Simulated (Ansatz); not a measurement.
## Structure relaxation of Bi₂Se₃

Theory: DFT r2SCAN, scalar-relativistic, plane waves, PAW (Ansatz 0.2.0).

The start is a database structure of Bi₂Se₃, space group R-3m (No. 166).

The final relaxation ran on this input, with the default PAW datasets:

```yaml
crystal:
  lattice:
    - [2.081366053, 1.201677251, 10.0585863649]
    - [-2.081366053, 1.201677251, 10.0585863649]
    - [0.0, -2.4033545019, 10.0585863649]
  atoms:
    - { symbol: Bi, position: [0.397668333, 0.397668333, 0.397668333] }
    - { symbol: Bi, position: [0.602331667, 0.602331667, 0.602331667] }
    - { symbol: Se, position: [0.0, 0.0, 0.0] }
    - { symbol: Se, position: [0.2176337355, 0.2176337355, 0.2176337355] }
    - { symbol: Se, position: [0.7823662645, 0.7823662645, 0.7823662645] }
basis:
  ecutwfc: 500
kpoints:
  mp_grid: { grid: [12, 12, 12] }
hamiltonian:
  xc: r2scan
scf:
  occupations: { method: gaussian, width: 0.02 }
output:
  forces: true
  stress: true
  eigenvalues: true
relax:
  adjacent_minimum: "off"
  f_tol: 0.01
  max_steps: 80
  cell: { stress_tol: 0.05 }
```

Launched as:

```bash
ansatz run input.yaml --threads 4 --pin off --max-ram 10240MiB --backend cpu --events-out ev --progress --plain --runs-dir out
```

Time: 68 s on 4 threads of Intel(R) Xeon(R) 6975P-C (Granite Rapids), on a shared host, peak memory 1.7 GiB.

End of the output:

```
SCF converged after 4 iterations
Free energy (F): -41258.647366 eV
Harris-Foulkes:  -41258.647366 eV  (|F-HF|=6.55e-11)
Internal energy: -41258.647366 eV  (E = F + TS)
E sigma→0 (E₀):  -41258.647366 eV
Fermi energy:    8.072900 eV
--- Per-component energies (eV) ---
  E_band       = -1468.990921
  E_kinetic    = 954.451411
  E_local      = -11002.459129  (includes V_loc(G=0)·N_el)
  E_nonlocal   = -659.182960
  E_hartree    = 4901.029578
  E_xc         = -577.421520
  E_vxc        = -630.862600  (∫ρ·V_xc dr)
  E_paw        = -27151.292726  (= ΣΔE_a)
  E_vpaw       = 29.872652  (= ΣTr[D̂ρ^β])
  E_aug_tail   = -0.001149  (compensation charges beyond the density's cutoff)
  E_vtau       = 37.131872  (kinetic-family band-sum trace: ∫τ·v_τ [+ j·A + Jᵃ·Aᵃ] dr)
  E_ewald      = -7720.227655
  E_core_change = -3.543216  (= ΣΔE_core)
  E_smearing   =  0.000000  (= −TS)
  E_closure    = 0.000000  (closes the sum)
  Σ components = -41258.647366   (vs F -41258.647366, Δ=0.00e0)
--- Forces (eV/Å), atoms counted from 1 ---
  atom   1  Bi     0.00000000     0.00000000    -0.00037150
  atom   2  Bi     0.00000000     0.00000000     0.00037150
  atom   3  Se     0.00000000     0.00000000     0.00000000
  atom   4  Se     0.00000000     0.00000000    -0.00027047
  atom   5  Se     0.00000000     0.00000000     0.00027047
  max |Σ_I F_I| component: 1.08e-19 eV/Å
--- Stress (GPa, compression-positive) ---
       -0.002877       0.000000       0.000000
        0.000000      -0.002877       0.000000
        0.000000       0.000000       0.012305
  P = ⅓ Tr σ = 0.0022 GPa (0.022 kbar)
--- Relaxed structure (3 steps of the walk, 2 accepted, 1 SCFs on fresh bases) ---
  F+E_penalty+E_count = -41258.64736615 eV   max|allowed force component| = 3.715e-4 eV/Å   (the final SCF, on the basis selected at the relaxed cell)
  cell:  # Å, volume = 151.2405 Å³
    - [2.082357, 1.202249, 10.068557]
    - [-2.082357, 1.202249, 10.068557]
    - [0.000000, -2.404499, 10.068557]
  atoms:
    - { symbol: Bi, position: [0.397655, 0.397655, 0.397655] }
    - { symbol: Bi, position: [0.602345, 0.602345, 0.602345] }
    - { symbol: Se, position: [0.000000, 0.000000, 0.000000] }
    - { symbol: Se, position: [0.217824, 0.217824, 0.217824] }
    - { symbol: Se, position: [0.782176, 0.782176, 0.782176] }
```

Absolute energies hang on the potentials; compare differences alone.

The result has space group R-3m (No. 166). Around Bi lie 3 Se at 2.86 Å and 3 Se at 3.09 Å; Se on Wyckoff site a (1 atom of the primitive cell) has 6 Bi at 3.09 Å; Se on Wyckoff site c (2 atoms of the primitive cell) has 3 Bi at 2.86 Å.

Against the elements it lies at -0.431 eV/atom. Formation energies are uncorrected and refer to the elements' standard structures at the same level.

No dispersion correction is applied, so the spacing between layers, chains or molecules is poorly fixed, and with it the volume and density. Spin–orbit coupling is left out.

Symmetry constrained the relaxation, so the result can be a saddle point.